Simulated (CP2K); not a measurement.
# ZnSe (Stilleite) (F-43m) in CP2K: a series of runs

One crystal, ZnSe (Stilleite), is run at these levels: PBE; tasks: single point.

All numbers are computed with CP2K 2026.2; they aren't measurements. Logs are shortened: lines on timing, memory, paths and dates and some standing lists are left out, and cuts for length are marked.

**The experiment to reproduce.**

“Alloy Disordering Effects on the Thermal Conductivity and Energy Gap Temperature Dependence of Cd1−xZnxSe Ternary Crystals Grown by the Bridgman Method”, 2023, pmc:10253836 reports, for a bulk crystal of ZnSe at 300 K: band gap 2.695 ± 0.003 eV (an exciton energy, a little under the gap).

The results are compared with them further down.

**1. Starting point**

It takes space group F-43m (No. 216, cubic). Conventional cell: a = 5.668 Å, b = 5.668 Å, c = 5.668 Å, α = 90.00°, β = 90.00°, γ = 90.00°. Around Se (site symmetry -43m) lie 4 Zn at 2.45 Å. Zn (site symmetry -43m) is surrounded by 4 Se at 2.45 Å.

**2. Single point, PBE**

File znse_scf.inp:

```
&GLOBAL
  PROJECT znse_scf
  RUN_TYPE ENERGY_FORCE
  PRINT_LEVEL LOW
&END GLOBAL
&FORCE_EVAL
  METHOD QS
  STRESS_TENSOR ANALYTICAL
  &DFT
    BASIS_SET_FILE_NAME BASIS_MOLOPT
    POTENTIAL_FILE_NAME POTENTIAL_UZH
    &MGRID
      CUTOFF 450
      REL_CUTOFF 60
      NGRIDS 4
    &END MGRID
    &QS
      METHOD GPW
      EPS_DEFAULT 1.0E-9
    &END QS
    &KPOINTS
      SCHEME MONKHORST-PACK 8 8 8
      GAMMA_CENTERED T
      SYMMETRY T
      SYMMETRY_BACKEND SPGLIB
    &END KPOINTS
    &SCF
      SCF_GUESS ATOMIC
      EPS_SCF 1.0E-6
      MAX_SCF 100
      ADDED_MOS 10
      CHOLESKY OFF
      EPS_EIGVAL 1.0E-7
      &DIAGONALIZATION ON
        ALGORITHM STANDARD
      &END DIAGONALIZATION
      &MIXING ON
        METHOD BROYDEN_MIXING
        ALPHA 0.4
        BETA 1.5
        NBUFFER 8
      &END MIXING
      &SMEAR ON
        METHOD FERMI_DIRAC
        ELECTRONIC_TEMPERATURE [K] 580.226
      &END SMEAR
    &END SCF
    &XC
      &XC_FUNCTIONAL
        &GGA_X_PBE
        &END GGA_X_PBE
        &GGA_C_PBE
        &END GGA_C_PBE
      &END XC_FUNCTIONAL
    &END XC
    &PRINT
      &KPOINTS ON
      &END KPOINTS
      &MULLIKEN ON
      &END MULLIKEN
      &MO ON
        ENERGIES T
        OCCUPATION_NUMBERS T
        &EACH
          QS_SCF 0
        &END EACH
        ADD_LAST NUMERIC
      &END MO
    &END PRINT
  &END DFT
  &SUBSYS
    &CELL
      A 4.0075983931 0.0000000000 0.0000000000
      B 2.0037991965 3.4706820165 0.0000000000
      C 2.0037991965 1.1568940055 3.2721903857
      PERIODIC XYZ
    &END CELL
    &COORD
      Se  6.0113975896 3.4706820165 2.4541427893
      Zn  0.0000000000 0.0000000000 0.0000000000
    &END COORD
    &KIND Se
      BASIS_SET DZVP-MOLOPT-SR-GTH-q6
      POTENTIAL GTH-SCAN-q6
    &END KIND
    &KIND Zn
      BASIS_SET DZVP-MOLOPT-SR-GTH-q12
      POTENTIAL GTH-SCAN-q12
    &END KIND
    &PRINT
      &ATOMIC_COORDINATES ON
      &END ATOMIC_COORDINATES
      &CELL ON
      &END CELL
    &END PRINT
  &END SUBSYS
  &PRINT
    &FORCES ON
    &END FORCES
    &STRESS_TENSOR ON
    &END STRESS_TENSOR
  &END PRINT
&END FORCE_EVAL
```

Potentials or basis: POTENTIAL_UZH Se GTH-SCAN-q6, Zn GTH-SCAN-q12; DZVP-MOLOPT-SR-GTH basis.

Launch:

```
OMP_NUM_THREADS=1 cp2k.psmp -i znse_scf.inp -o znse_scf.out
```

znse_scf.out:

```text

 CP2K| version string:                                       CP2K version 2026.2
 CP2K| Input file name                                              znse_scf.inp

 GLOBAL| Force Environment number                                              1
 GLOBAL| Basis set file name                                        BASIS_MOLOPT
 GLOBAL| Potential file name                                       POTENTIAL_UZH
 GLOBAL| MM Potential file name                                     MM_POTENTIAL
 GLOBAL| Coordinate file name                                      __STD_INPUT__
 GLOBAL| Method name                                                        CP2K
 GLOBAL| Project name                                                   znse_scf
 GLOBAL| Run type                                                   ENERGY_FORCE
 GLOBAL| FFT library                                                       FFTW3
[... 8 lines left out ...]
 GLOBAL| CPU model name                                                  UNKNOWN

 CELL| Volume [angstrom^3]:                                            45.513222
 CELL| Vector a [angstrom]:       4.008     0.000     0.000   |a| =     4.007598
 CELL| Vector b [angstrom]:       2.004     3.471     0.000   |b| =     4.007598
 CELL| Vector c [angstrom]:       2.004     1.157     3.272   |c| =     4.007598
 CELL| Angle (b,c), alpha [degree]:                                    60.000000
 CELL| Angle (a,c), beta  [degree]:                                    60.000000
 CELL| Angle (a,b), gamma [degree]:                                    60.000000
 CELL| Numerically orthorhombic:                                              NO
 CELL| Periodicity                                                           XYZ

 CELL_REF| Volume [angstrom^3]:                                        45.513222
 CELL_REF| Vector a [angstrom     4.008     0.000     0.000   |a| =     4.007598
 CELL_REF| Vector b [angstrom     2.004     3.471     0.000   |b| =     4.007598
 CELL_REF| Vector c [angstrom     2.004     1.157     3.272   |c| =     4.007598
 CELL_REF| Angle (b,c), alpha [degree]:                                60.000000
 CELL_REF| Angle (a,c), beta  [degree]:                                60.000000
 CELL_REF| Angle (a,b), gamma [degree]:                                60.000000
 CELL_REF| Numerically orthorhombic:                                          NO
[... 11 lines left out ...]

  Total number of            - Atomic kinds:                                   2
                             - Atoms:                                          2
                             - Shell sets:                                     2
                             - Shells:                                        12
                             - Primitive Cartesian functions:                 10
                             - Cartesian basis functions:                     44
                             - Spherical basis functions:                     38

  Maximum angular momentum of the orbital basis functions:                     3

 MODULE QUICKSTEP: ATOMIC COORDINATES IN ANGSTROM

   Atom Kind Element         X             Y             Z       Z(eff)     Mass
      1    1 Se   34      6.011398      3.470682      2.454143   6.0000  78.9600
      2    2 Zn   30      0.000000      0.000000      0.000000  12.0000  65.3800

 SCF PARAMETERS         Density guess:                                    ATOMIC
[... 9 lines left out ...]
                        --------------------------------------------------------
[... 74 lines left out ...]
     5 Broy./Diag. 0.40E+00    1.4     0.00243408       -70.4470352226 -4.06E-02
     6 Broy./Diag. 0.40E+00    1.4     0.00126740       -70.4468469158  1.88E-04
     7 Broy./Diag. 0.40E+00    1.5     0.00089239       -70.4381850259  8.66E-03
     8 Broy./Diag. 0.40E+00    1.4     0.00029083       -70.4389354698 -7.50E-04
     9 Broy./Diag. 0.40E+00    1.4     0.00007761       -70.4410407161 -2.11E-03
    10 Broy./Diag. 0.40E+00    1.4     0.00001202       -70.4414002576 -3.60E-04
    11 Broy./Diag. 0.40E+00    1.5     0.00001442       -70.4414638130 -6.36E-05
    12 Broy./Diag. 0.40E+00    1.5     0.00000059       -70.4414821976 -1.84E-05

  *** SCF run converged in    12 steps ***

  Electronic density on regular grids:        -17.9999997395        0.0000002605
  Core density on regular grids:               17.9999999792       -0.0000000208
  Total charge density on r-space grids:        0.0000002397
  Total charge density g-space grids:           0.0000002397

  Overlap energy of the core charge distribution:               0.00000000351910
  Self energy of the core charge distribution:               -100.67868812001583
  Core Hamiltonian energy:                                     30.08140602140174
  Hartree energy:                                              11.31476845100734
  Exchange-correlation energy:                                -11.15896855338309
  Electronic entropic energy:                                  -0.00000000013580
  Fermi energy:                                                 0.13722082349286

  Total energy:                                               -70.44148219760653
  Total energy (extrapolated to T->0):                        -70.44148219753863

 MO| EIGENVALUES AND OCCUPATION NUMBERS FOR K POINT 1
 MO|
 MO|  Index      Eigenvalue [a.u.]        Eigenvalue [eV]             Occupation
 MO|      1              -0.347983              -9.469107               2.000000
 MO|      2              -0.139511              -3.796285               2.000000
 MO|      3              -0.139511              -3.796285               2.000000
 MO|      4              -0.131769              -3.585618               2.000000
 MO|      5              -0.129406              -3.521328               2.000000
 MO|      6              -0.129406              -3.521328               2.000000
[... 344 lines left out ...]
 MO|     18               0.788401              21.453495               0.000000
 MO|     19               0.871338              23.710316               0.000000
 MO| Sum:                                                              18.000000
 MO| E(Fermi):            0.137221 a.u.          3.733969 eV
 MO| Band gap:            0.211790 a.u.          5.763111 eV

 [... the levels of further k-points ...]

 !-----------------------------------------------------------------------------!
                     Mulliken Population Analysis

 #  Atom  Element  Kind  Atomic population                           Net charge
       1     Se       1          6.184097                             -0.184097
       2     Zn       2         11.815903                              0.184097
 # Total charge                             18.000000                 -0.000000

 !-----------------------------------------------------------------------------!

 ENERGY| Total FORCE_EVAL ( QS ) energy [hartree]            -70.441474133331468

 FORCES| Atomic forces [hartree/bohr]
 FORCES|   Atom     x               y               z               |f|
 FORCES|      1 -1.41118199E-05 -8.15438950E-06 -5.73995545E-06   1.72796012E-05
 FORCES|      2  9.16726640E-06  5.29963226E-06  3.72135555E-06   1.12237856E-05
 FORCES| Sum    -4.94455353E-06 -2.85475724E-06 -2.01859990E-06
 FORCES| Total atomic force                                       6.05582316E-06

 STRESS| Analytical stress tensor [bar]
 STRESS|                        x                   y                   z
 STRESS|      x        2.71934174608E+04   9.77359387153E+01   6.90746094703E+01
 STRESS|      y        9.77359387153E+01   2.70805740371E+04   3.99299615486E+01
 STRESS|      z        6.90746094703E+01   3.99299615486E+01   2.70525602658E+04
 STRESS| 1/3 Trace                                             2.71088505879E+04
 STRESS| Determinant                                           1.99214362209E+13

 STRESS| Eigenvectors and eigenvalues of the analytical stress tensor [bar]
 STRESS|                        1                   2                   3
 STRESS| Eigenvalues   2.70241354575E+04   2.70243405565E+04   2.72780757497E+04
 STRESS|      x          -0.434968857107     -0.379864916529      0.816397414583
 STRESS|      y           0.881894119959      0.003375388270      0.471435433474
 STRESS|      z          -0.181837439842      0.925035811169      0.333532447487
```

It took 22 s on 1 thread of Arm Neoverse V1, shared host; peak memory 0.27 GiB.

Results:

| Item | Value |
| --- | --- |
| Free energy | -1916.8100 eV |
| Pressure | 2.7 GPa |
| Band gap on the k mesh | 1.51 eV, direct |
| Mulliken charges | Se -0.18; Zn +0.18 e |

Caveat: Mulliken charges move with the basis; the potentials were made for another functional, which shifts forces and pressure; the basis of atomic orbitals isn't converged, which shifts pressures, moduli and gaps.

**3. Single point, PBE**

Edit znse_scf.inp of step 2 so:

```diff
@@ -83,3 +83,3 @@
       BASIS_SET DZVP-MOLOPT-SR-GTH-q6
-      POTENTIAL GTH-SCAN-q6
+      POTENTIAL GTH-PBE0-q6
     &END KIND
@@ -87,3 +87,3 @@
       BASIS_SET DZVP-MOLOPT-SR-GTH-q12
-      POTENTIAL GTH-SCAN-q12
+      POTENTIAL GTH-PBE0-q12
     &END KIND
```

Potentials or basis: POTENTIAL_UZH Se GTH-PBE0-q6, Zn GTH-PBE0-q12; DZVP-MOLOPT-SR-GTH basis.

Launch:

```
OMP_NUM_THREADS=1 cp2k.psmp -i znse_scf.inp -o znse_scf.out
```

Run time: 22 s. Hardware: 1 thread of Arm Neoverse V1, shared host; peak memory 0.26 GiB.

The run converged. Its results:

| Quantity | Value |
| --- | --- |
| Free energy | -1937.4254 eV |
| Pressure | 3.8 GPa |
| Band gap on the k mesh | 1.53 eV, direct |
| Mulliken charges | Se -0.21; Zn +0.21 e |

Levels at points of the mesh, in eV from the valence-band top:
```
           k point  band 7  band 8  band 9  band 10  band 11  band 12
(0.00, 0.00, 0.00)    0.00    0.00    0.00     1.53     6.16     6.16
(0.00, 0.00, 0.50)   -5.02   -0.80   -0.80     2.82     6.69     6.69
(0.00, 0.50, 0.50)   -4.68   -2.05   -2.05     3.14     3.80    11.55
```

Caveat: Mulliken charges move with the basis; the basis of atomic orbitals isn't converged, which shifts pressures, moduli and gaps.

**4. Comparison with measurements**

Step 2. A measured gap of ZnSe is 2.695 eV (an exciton energy, a little under the gap; 300 K; “Alloy Disordering Effects on the Thermal Conductivity and Energy Gap Temperature Dependence of Cd1−xZnxSe Ternary Crystals Grown by the Bridgman Method”, 2023, pmc:10253836); the calculated 1.51 eV misses it by -1.19 eV. Spin-orbit coupling on Se is left out. The value is that of PBE in an atomic basis (POTENTIAL_UZH Se GTH-SCAN-q6, Zn GTH-SCAN-q12; DZVP-MOLOPT-SR-GTH basis), whose error adds to the functional's,, without temperature or zero-point motion. Semilocal functionals fall short of measured gaps as a rule.

Step 3. Measured gap of ZnSe: 2.695 eV (an exciton energy, a little under the gap; 300 K; “Alloy Disordering Effects on the Thermal Conductivity and Energy Gap Temperature Dependence of Cd1−xZnxSe Ternary Crystals Grown by the Bridgman Method”, 2023, pmc:10253836). This calculation gives 1.53 eV (-1.17 eV). Spin-orbit coupling on Se is left out. The value is that of PBE in an atomic basis (POTENTIAL_UZH Se GTH-PBE0-q6, Zn GTH-PBE0-q12; DZVP-MOLOPT-SR-GTH basis), whose error adds to the functional's,, without temperature or zero-point motion. Semilocal functionals fall short of measured gaps as a rule.
